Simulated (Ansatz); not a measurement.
## BaZrO3 (perovskite structure)

The computed numbers are results of PBE, scalar-relativistic (no spin polarisation) in the plane-wave PAW code Ansatz at 420 eV, 8×8×8 k-mesh, Gaussian smearing of 0.05 eV; PAW files: Ansatz's generated set soft_2.

```
Ba Zr O
1.0
     4.22839    0.00000    0.00000
     0.00000    4.22839    0.00000
     0.00000    0.00000    4.22839
Ba Zr O
1 1 3
Direct
  0.00000 0.00000 0.00000
  0.50000 0.50000 0.50000
  0.00000 0.50000 0.50000
  0.50000 0.50000 0.00000
  0.50000 0.00000 0.50000
```

The start was a prototype's sites filled with these elements; the Crystallography Open Database holds the compound in this structure. The ideal cubic cell shuts out tilts of the octahedra, which such structures often take.

Elastic constants come from the stress of slightly strained cells with relaxed atoms, in GPa, Voigt order xx, yy, zz, yz, xz, xy in the Cartesian frame of the vectors above.

```
289.9  78.8  78.8   0.0   0.0   0.0
 78.8 289.9  78.8   0.0   0.0   0.0
 78.8  78.8 289.9   0.0   0.0   0.0
  0.0   0.0   0.0  83.4   0.0   0.0
  0.0   0.0   0.0   0.0  83.4   0.0
  0.0   0.0   0.0   0.0   0.0  83.4
```

Q: Work out the Voigt, Reuss and Hill moduli.

A: Voigt: K = (C11 + C22 + C33 + 2(C12 + C13 + C23))/9 = 149 GPa, G = (C11 + C22 + C33 − C12 − C13 − C23 + 3(C44 + C55 + C66))/15 = 92 GPa. Reuss, from the compliances S = C⁻¹: K = 149 GPa, G = 91 GPa. Hill means: K = 149 GPa, G = 92 GPa.

Q: And Young's modulus, Poisson's ratio, Pugh's ratio and the anisotropy?

A: E = 9KG/(3K + G) = 228 GPa, ν = (3K − 2G)/(6K + 2G) = 0.25, K/G = 1.63 (under the 1.75 that Pugh's rule, made for metals, takes as the line between brittle and ductile), universal anisotropy index 5G_V/G_R + K_V/K_R − 6 = 0.07. The eigenvalues of C are 83, 83, 83, 211, 211, 447 GPa, all positive.

Q: What sound velocities and Debye temperature follow for a polycrystal?

A: With a density of 6.074 g/cm³ (mean mass 55.3 u, 15.12 Å³/atom), K = 149.2 and G = 91.7 GPa from the unrounded constants, v_l = √((K + 4G/3)/ρ) = 6680 m/s and v_t = √(G/ρ) = 3880 m/s. The mean [(1/v_l³ + 2/v_t³)/3]^(−1/3) is 4310 m/s, and θ_D = (ħ/k_B)(6π²/V)^(1/3) v_m ≈ 520 K, with V the volume an atom. This is the low-temperature, elastic estimate.

For a cubic crystal three numbers say it all: C11 = 289.9, C12 = 78.8, C44 = 83.4 GPa. K = (C11 + 2C12)/3 = 149.2 GPa. The two shear moduli are C44 and C′ = (C11 − C12)/2 = 105.6 GPa, so Zener's ratio C44/C′ is 0.79: the crystal is stiffest along ⟨100⟩ and softest along ⟨111⟩. The Cauchy pressure C12 − C44 is -4.6 GPa; pair forces would make it zero if every atom sat on a centre of inversion, as here.

The equation of state, an independent route, gives B0 = 150 GPa, against 149 GPa here.

Cost: 12 s on 4 threads of Arm Neoverse V2 (shared host), peak memory 0.53 GiB.

These numbers lack spin–orbit coupling.

BaZrO3 comes out as a stiff, only mildly anisotropic oxide, and the order of its constants follows from how each strain loads the Zr–O framework. Strain along ⟨100⟩ directly stretches or compresses the straight Zr–O–Zr chains, whose strong ionic bonds gain covalency from O 2p–Zr 4d mixing, hence the large C11. The shear measured by C44 leaves the Zr–O lengths unchanged to first order; it distorts the O–Zr–O angles and alters the Ba–O distances, which costs less. Since inversion at every site forbids internal displacements linear in strain, this contrast reflects the framework itself rather than atomic relaxation.

The small Cauchy pressure is compatible with largely central, ionic forces, but doesn't prove them, as non-central contributions may partly cancel. The close match of the two bulk moduli supports the numerical consistency of the calculation, not the accuracy of the functional. The positive eigenvalues establish stability against small homogeneous strains only, not against phonons of finite wavevector.
